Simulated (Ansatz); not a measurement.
The system is Hf.

```
Hf
1.0
     3.19670    0.00000    0.00000
    -1.59835    2.76842    0.00000
     0.00000    0.00000    5.05780
Hf
2
Direct
  0.66667 0.33333 0.75000
  0.33333 0.66667 0.25000
```

Program: Ansatz 0.2.0. Alike in all runs: potentials or basis all-electron LAPW, scalar-relativistic; no spin polarisation; cell as given. Hardware: 1 thread of Arm Neoverse V1 (shared host).

Question: Order these runs on this cell by their wall time, lowest first.
A. task single point; level PBE; k mesh 10 × 10 × 5; cutoff (eV) 213; smearing gaussian 0.012 eV; basis error allowed 0.001 eV/atom; mesh quality not flagged
B. task single point; level PBE; k mesh 5 × 5 × 2; cutoff (eV) 196; smearing fermi-dirac 0.02 eV; basis error allowed 0.002 eV/atom; mesh quality coarse
C. task band structure; level BLYP; k mesh 10 × 10 × 5; cutoff (eV) 213; smearing fermi-dirac 0.05 eV; basis error allowed 0.001 eV/atom; mesh quality not flagged

Answer: B (4.7 s), A (15 s), C (31 s).

Caveats: some runs use coarse meshes; the k mesh is thin for a metal, which can move the energy by tens of meV per atom (some runs).

Not every run made on this cell is shown here.
